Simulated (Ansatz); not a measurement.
## Si: band structure with revPBE

Crystal: Si.

```
Si
1.0
    -1.62691    1.62691    1.32033
     1.62691   -1.62691    1.32033
     1.62691    1.62691   -1.32033
Si
1
Direct
  0.00000 0.00000 0.00000
```

This isn't the form of Si at room conditions, which is diamond.

```yaml
Program: Ansatz 0.2.0
Task: band structure
Functional: revPBE
Potentials_or_basis: Ansatz PAW
Cutoff: "420 eV (not typed: the program's choice for these potentials)"
k_mesh: 13 × 13 × 13
Occupations: fermi-dirac, width 0.05 eV
Spin: no spin polarisation
Path: "[[\"G\", \"X\", \"M\", \"G\", \"Z\", \"P\", \"N\", \"Z1\", \"M\"], [\"X\", \"P\"]]"
Points_for_each_segment_of_the_path: 14
```

The pressure is 4.5 GPa. The band gap on the k mesh is none (metal or under the smearing width).

Stress tensor (GPa, compression positive):
```
5.40 0.00 0.00
0.00 5.40 0.00
0.00 0.00 2.61
```

Levels at the corners of the path, in eV from the Fermi level:
```csv
point,band 1,band 2,band 3,band 4,band 5,band 6
Γ,-14.74,9.58,10.24,10.24,13.01,14.07
X,-8.52,-7.42,9.15,11.49,11.84,11.86
M,-2.39,-2.39,-1.40,1.15,4.23,6.62
Γ,-14.74,9.58,10.24,10.24,13.01,14.07
Z,-1.84,-1.84,-1.30,-0.28,1.77,12.42
P,-3.89,-3.02,-2.44,-2.44,19.47,19.47
N,-6.46,-6.04,4.86,6.30,6.64,9.38
Z1,-1.84,-1.84,-1.30,-0.28,1.77,12.42
M,-2.39,-2.39,-1.40,1.15,4.23,6.62
X,-8.52,-7.42,9.15,11.49,11.84,11.86
P,-3.89,-3.02,-2.44,-2.44,19.47,19.47
```

Run time: 1.1 s on 2 threads of Arm Neoverse V2, with other jobs on the host, peak memory 0.27 GiB.

Caveat: the PAW data sets come from PBE, with cores solved anew for the run's functional, which leaves a small shift of forces and pressure.
